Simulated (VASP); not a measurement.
A run of VASP 6.6.1 is set up as follows.

Contents of INCAR:

```
SYSTEM = Si
ALGO     = Fast           ! electronic algorithm
EDIFF    = 1E-6           ! SCF threshold, eV
EDIFFG   = -0.002         ! ionic threshold
ENCUT    = 600            ! plane-wave cutoff, eV
GGA      = PE             ! functional
IBRION   = 2              ! ionic algorithm
ISIF     = 3              ! what is computed and relaxed
ISMEAR   = 0              ! smearing method
LASPH    = .True.         ! aspherical terms in the spheres
LCHARG   = .False.        ! write CHGCAR
LREAL    = .False.        ! projectors in reciprocal space
LWAVE    = .False.        ! write WAVECAR
NELM     = 100            ! most SCF steps
NSW      = 100            ! ionic steps
PREC     = Accurate       ! precision mode
PSTRESS  = 77.5         
SIGMA    = 0.02           ! smearing width, eV
```

The input KPOINTS:

```
k-points
0
Gamma
  10 10 10
  0 0 0
```

POSCAR

```
Si
1.0
    0.0000000000      2.7135600000      2.7135600000
    2.7135600000      0.0000000000      2.7135600000
    2.7135600000      2.7135600000      0.0000000000
Si
2
Direct
    0.7500000000      0.7500000000      0.7500000000
    0.5000000000      0.5000000000      0.5000000000
```

Potentials or basis: VASP PAW PBE potentials, release 64 (Si).

Launch:

```bash
$ cat potpaw_PBE.64/Si/POTCAR > POTCAR
$ mpirun -np 1 vasp_std > vasp.out
```

Task: Predict the relaxed cell.

Result: a = 3.772 Å, b = 3.772 Å, c = 3.772 Å, α = 60.00°, β = 60.00°, γ = 60.00°.

Task: What does it give for the space group after relaxing (to 0.05 Å)?

Result: Fd-3m (No. 227).

Final structure:
```
CELL_PARAMETERS angstrom
0.00000 2.66733 2.66733
2.66733 0.00000 2.66733
2.66733 2.66733 0.00000
ATOMIC_POSITIONS crystal
Si 0.75000 0.75000 0.75000
Si 0.50000 0.50000 0.50000
```

Caveat: the cell is relaxed towards a set pressure, so the enthalpy falls and the energy may rise.
